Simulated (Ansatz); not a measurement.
# Si: single points about a listed cell

How do energy, forces, pressure and gap of Si change under moves of single atoms, further strains and shifts, swapped elements, distortions that keep the symmetry? Each case is one self-consistent run.

Method: DFT PBE, scalar-relativistic, plane waves, PAW, in Ansatz 0.2.0.

### 1 The starting structure

Symmetry: I4_1/amd, No. 141, tetragonal system. The conventional cell has a = 4.743 Å, b = 4.743 Å, c = 2.659 Å, α = 90.00°, β = 90.00°, γ = 90.00°. Si (site symmetry -4m2) has 6 Si at 2.46 to 2.66 Å as nearest neighbours.

As a file:

```
Si
1.0
    -2.37137    2.37137    1.32927
     2.37137   -2.37137    1.32927
     2.37137    2.37137   -1.32927
Si
2
Direct
  0.25000 0.75000 0.50000
  0.50000 0.50000 0.00000
```

The structure comes from the Materials Project (structure only).

### 2 A distortion that keeps the symmetry

Against the listed cell: strain xx, yy, zz, yz, xz, xy = +4.3, +4.3, +2.8, +0.0, +0.0, +0.0 %.

input.yaml reads:

```yaml
crystal:
  lattice:
    - [-2.4733650273, 2.4733650273, 1.3664981135]
    - [2.4733650273, -2.4733650273, 1.3664981135]
    - [2.4733650273, 2.4733650273, -1.3664981135]
  atoms:
    - { symbol: Si, position: [0.25, 0.75, 0.5] }
    - { symbol: Si, position: [0.5, 0.5, 0.0] }
basis:
  ecutwfc: 420
kpoints:
  mp_grid: { grid: [18, 18, 18] }
hamiltonian:
  xc: pbe
scf:
  occupations: { method: gaussian, width: 0.1 }
output:
  forces: true
  stress: true
  eigenvalues: true
  populations: true
```

Run with:

```bash
> ansatz run input.yaml --threads 1 --pin off --max-ram 1331MiB --backend cpu --events-out ev --progress --plain --runs-dir out
```

### 3 One element swapped, cell strained: Si → Pb, first probe

input.yaml reads:

```yaml
crystal:
  lattice:
    - [-2.8965171877, 2.8965171877, 1.6710561663]
    - [2.8965171877, -2.8965171877, 1.6710561663]
    - [2.8965171877, 2.8965171877, -1.6710561663]
  atoms:
    - { symbol: Pb, position: [0.25, 0.75, 0.5] }
    - { symbol: Pb, position: [0.5, 0.5, 0.0] }
basis:
  ecutwfc: 420
kpoints:
  mp_grid: { grid: [6, 6, 6] }
hamiltonian:
  xc: pbe
scf:
  occupations: { method: gaussian, width: 0.1 }
output:
  forces: true
  stress: true
  eigenvalues: true
```

### 4 Substitution of an element, cell strained: Si → Pb

Changes to input.yaml since step 3:

```diff
@@ -11,3 +11,3 @@
 kpoints:
-  mp_grid: { grid: [6, 6, 6] }
+  mp_grid: { grid: [14, 14, 14] }
 hamiltonian:
```

### 5 A change within the space group

input.yaml reads:

```yaml
crystal:
  lattice:
    - [-2.5241598221, 2.5241598221, 1.2952760739]
    - [2.5241598221, -2.5241598221, 1.2952760739]
    - [2.5241598221, 2.5241598221, -1.2952760739]
  atoms:
    - { symbol: Si, position: [0.25, 0.75, 0.5] }
    - { symbol: Si, position: [0.5, 0.5, 0.0] }
basis:
  ecutwfc: 420
kpoints:
  mp_grid: { grid: [18, 18, 18] }
hamiltonian:
  xc: pbe
scf:
  occupations: { method: gaussian, width: 0.1 }
output:
  forces: true
  stress: true
  eigenvalues: true
```

### 6 A distortion that keeps the symmetry

Changes to input.yaml since step 5:

```diff
@@ -2,5 +2,5 @@
   lattice:
-    - [-2.5241598221, 2.5241598221, 1.2952760739]
-    - [2.5241598221, -2.5241598221, 1.2952760739]
-    - [2.5241598221, 2.5241598221, -1.2952760739]
+    - [-2.3456666287, 2.3456666287, 1.3347951339]
+    - [2.3456666287, -2.3456666287, 1.3347951339]
+    - [2.3456666287, 2.3456666287, -1.3347951339]
   atoms:
```

### 7 A single atom displaced

input.yaml reads:

```yaml
crystal:
  lattice:
    - [-2.3713723045, 2.3713723045, 1.3292653899]
    - [2.3713723045, -2.3713723045, 1.3292653899]
    - [2.3713723045, 2.3713723045, -1.3292653899]
  atoms:
    - { symbol: Si, position: [0.3840599499, 0.8111190626, 0.4848146999] }
    - { symbol: Si, position: [0.5, 0.5, 0.0] }
basis:
  ecutwfc: 420
kpoints:
  mp_grid: { grid: [16, 16, 16] }
hamiltonian:
  xc: pbe
scf:
  occupations: { method: gaussian, width: 0.1 }
output:
  forces: true
  stress: true
  eigenvalues: true
```

### 8 One atom moved

Changes to input.yaml since step 7:

```diff
@@ -6,3 +6,3 @@
   atoms:
-    - { symbol: Si, position: [0.3840599499, 0.8111190626, 0.4848146999] }
+    - { symbol: Si, position: [0.3910553539, 0.8910553539, 0.5] }
     - { symbol: Si, position: [0.5, 0.5, 0.0] }
```

### 9 One element swapped, cell strained: Si → C, first probe

input.yaml reads:

```yaml
crystal:
  lattice:
    - [-1.9910875053, 1.9910875053, 1.0837644428]
    - [1.9910875053, -1.9910875053, 1.0837644428]
    - [1.9910875053, 1.9910875053, -1.0837644428]
  atoms:
    - { symbol: C, position: [0.25, 0.75, 0.5] }
    - { symbol: C, position: [0.5, 0.5, 0.0] }
basis:
  ecutwfc: 420
kpoints:
  mp_grid: { grid: [10, 10, 10] }
hamiltonian:
  xc: pbe
scf:
  occupations: { method: gaussian, width: 0.1 }
output:
  forces: true
  stress: true
  eigenvalues: true
```

### 10 Substitution of an element, cell strained: Si → C

Changes to input.yaml since step 9:

```diff
@@ -11,3 +11,3 @@
 kpoints:
-  mp_grid: { grid: [10, 10, 10] }
+  mp_grid: { grid: [22, 22, 22] }
 hamiltonian:
```

Q: Predict the outcome of this session. Wanted: for each run, case; energy; pressure; largest force.

The runs gave:

```
step                                                case  energy (meV/atom)  pressure (GPa)  largest force (eV/Å)  gap on the mesh (eV)
   2                a distortion that keeps the symmetry               +0.0            -7.5                  0.00                  0.00
   4  substitution of an element, cell strained: Si → Pb                n/a            10.0                  0.00                  0.00
   5                     a change within the space group               +9.6            -6.4                  0.00                  0.00
   6                a distortion that keeps the symmetry              -18.6             5.8                  0.00                  0.00
   7                             a single atom displaced            +118.6*             7.6                  2.47                  0.00
   8                                      one atom moved              -2.3*             3.0                  0.21                  0.00
  10   substitution of an element, cell strained: Si → C                n/a           -52.5                  0.00                  0.00
```

Energies are counted from step 2, with the smearing taken to zero; a star marks another k mesh, which can shift energies by itself, so starred rows don't rank against the others. Other atoms or functionals have another zero of energy (n/a). A gap of 0.00 means none on the mesh at this level.

In words: Among the distorted cells of the listed formula and level the largest force, 2.47 eV/Å, comes in step 7, shared by 2 atoms. The distorted cells of the listed formula and level show no gap on the mesh. Spin-orbit coupling is left out for Pb.
